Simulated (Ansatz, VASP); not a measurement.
## Two plane-wave programs on ZnSe

```
CELL_PARAMETERS angstrom
2.75592 2.75592 0.00000
-2.75592 2.75592 0.00000
0.00000 2.75592 2.81696
ATOMIC_POSITIONS crystal
Zn 0.00000 0.00000 0.00000
Se 0.75000 0.25000 0.50000
```

Change from the starting cell: in-plane strain -0.01, out-of-plane length and atoms relaxed by PAW.

Alike in both runs: functional LDA; k mesh 8 × 8 × 8; no spin polarisation.

Ansatz relaxed the structure, and its values are those at the end. VASP's run is a single point on that final structure, the one shown.

|  | VASP | Ansatz |
| --- | --- | --- |
| version | VASP 6.6.1 | Ansatz 0.2.0 |
| potentials or method | VASP PAW LDA potentials, release 64 (Zn, Se) | PAW with Ansatz's default frozen-core files, scalar-relativistic |
| plane-wave cutoff (eV) | 520 | 420 |
| occupations | gaussian, width 0.01 eV | fixed |
| valence electrons in the cell | 18 | 28 |

```tsv
	VASP	Ansatz	Ansatz less VASP
gap on the k mesh at the Fermi level (eV)	1.29	1.25	-0.041
pressure (GPa)	1.0	0.6	-0.38
```

The two sets of potentials don't hold the same shells in valence.
